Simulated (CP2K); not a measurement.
WC (Qusongite) in CP2K: the effect of functional

The system is WC (Qusongite).

```
CELL_PARAMETERS angstrom
2.90650 0.00000 0.00000
-1.45325 2.51710 0.00000
0.00000 0.00000 2.83660
ATOMIC_POSITIONS crystal
W 0.00000 0.00000 0.00000
C 0.66667 0.33333 0.50000
```

Alike in all runs:

```yaml
Program: CP2K 2026.2
Task: band structure
Potentials_or_basis: POTENTIAL_UZH W GTH-PBE-q14, C GTH-PBE-q4; TZVP-MOLOPT-PBE-GTH basis
Density_cutoff: 9184 eV
k_mesh: 10 × 10 × 9
Occupations: fermi-dirac, width 0.05 eV
Spin: no spin polarisation
```

```csv
functional,pressure (GPa)
LDA,-6.5
PBEsol,-4.0
vdW-DF2,22.1
BLYP,15.9
vdW-DF-cx,-1.9
HLE17,?
```

Problem. What does the run with functional HLE17 give?

Solution. Pressure -34.4 GPa.

Caveats: the potentials were made for another functional, which shifts forces and pressure; the basis of atomic orbitals isn't converged, which shifts pressures, moduli and gaps; the potentials were made for a functional far from this one (some runs); the cell as given lies far from equilibrium (some runs).

Runs at the PBE level aren't shown here.
